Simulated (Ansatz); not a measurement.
**EuS (rocksalt): equation of state and elastic constants**

The task here is to estimate one member of a computed series from the others.

Program: Ansatz 0.2.0. Level of theory: DFT PBE+U (U_eff = 6 eV on Eu 4f), scalar-relativistic, plane waves, PAW. These are calculated values, not measurements.

2 further runs of the same task are left out: 2 that didn't finish.

## Starting point

Symmetry: Fm-3m, No. 225, cubic system. The conventional cell has a = 5.985 Å, b = 5.985 Å, c = 5.985 Å, α = 90.00°, β = 90.00°, γ = 90.00°. Eu (site symmetry m-3m) is surrounded by 6 S at 2.99 Å. S (site symmetry m-3m) has 6 Eu at 2.99 Å as nearest neighbours.

Structure file:

```cif
data_structure
_symmetry_space_group_name_H-M 'P 1'
_symmetry_Int_Tables_number 1
_cell_length_a 4.2319
_cell_length_b 4.2319
_cell_length_c 4.2319
_cell_angle_alpha 60.000
_cell_angle_beta 60.000
_cell_angle_gamma 60.000
_cell_volume 53.59
loop_
_atom_site_label
_atom_site_type_symbol
_atom_site_fract_x
_atom_site_fract_y
_atom_site_fract_z
_atom_site_occupancy
Eu1 Eu 0.50000 0.50000 0.50000 1
S1 S 0.00000 0.00000 0.00000 1
```

This cell comes from an earlier session at PBE+U (U_eff = 6 eV on Eu 4f): 26.795 Å³/atom at 0.03 GPa, on a 8×8×8 mesh.

Volume factors to run: 0.980, 1.020, 0.960, 1.040, 1.070, 1.100, 0.945.

The first run:

input.yaml reads:

```yaml
crystal:
  lattice:
    - [0.0, 2.9722931422, 2.9722931422]
    - [2.9722931422, 0.0, 2.9722931422]
    - [2.9722931422, 2.9722931422, 0.0]
  atoms:
    - { symbol: Eu, position: [0.5, 0.5, 0.5], spin: 7.56 }
    - { symbol: S, position: [0.0, 0.0, 0.0] }
basis:
  ecutwfc: 420
  ecutrho_ratio: 4
kpoints:
  mp_grid: { grid: [8, 8, 8] }
hamiltonian:
  xc: pbe
  hubbard:
    sites:
      - { species: Eu, l: f, u_eff: 6.0, starting_ns: start.occupation_matrices }
    ns_hold: { iters: 6 }
scf:
  occupations: { method: gaussian, width: 0.05 }
  lower_state_search: "off"
output:
  forces: true
  stress: true
  eigenvalues: true
  populations: true
  hubbard: { sites: [{ species: Eu, l: f }] }
magnetization:
  spin_polarized: true
```

start.occupation_matrices holds the open shells' occupation matrices from the neighbouring geometry.

On the command line:

```bash
$ ansatz run input.yaml --threads 4 --pin off --max-ram 7168MiB --backend cpu --events-out ev --progress --plain --runs-dir out
```

Among the steps run: Scaling the volume by 0.980; At 1.020 of the relaxed volume; Scaling the volume by 0.960; At 1.040 of the relaxed volume; At 1.070 of the relaxed volume; Volume × 1.100; Volume × 0.945.

One of the session's tables, all rows but one given; the rest of the session is left out.

It belongs to the step «The fit». 

| volume (Å³/atom) | energy (meV/atom) | pressure (GPa) | gap (eV) | moment of atom 1 (μB) |
| --- | --- | --- | --- | --- |
| 25.321 | 14.08 | 3.18 | 0.46 | 6.85 |
| 25.723 | 7.31 | 2.23 | 0.55 | 6.86 |
| 26.259 | 1.81 | 1.08 | 0.67 | 6.86 |
| 26.795 | 0.00 | 0.03 | 0.77 | 6.87 |
| 27.331 | ? | ? | ? | ? |
| 27.866 | 5.95 | -1.75 | 0.98 | 6.88 |
| 28.670 | 17.63 | -2.88 | 1.11 | 6.89 |
| 29.474 | 34.53 | -3.84 | 1.24 | 6.90 |

Q: Estimate the row for volume (Å³/atom) = 27.331 from the others.

Worked estimate for «energy (meV/atom)». A straight line through the neighbours (26.795, 0.00) and (27.866, 5.95) gives 0.00 + (5.95 − 0.00) × (27.331 − 26.795) / (27.866 − 26.795) = 2.98; a parabola fitted to 4 rows on both sides gives 1.54.

As computed: energy (meV/atom): 1.48; pressure (GPa): -0.91; gap (eV): 0.88; moment of atom 1 (μB): 6.88. In «energy (meV/atom)» the line misses by +1.50 and the parabola by +0.06.

Caveats from the session: Warnings in the runs' records: stability check not made.
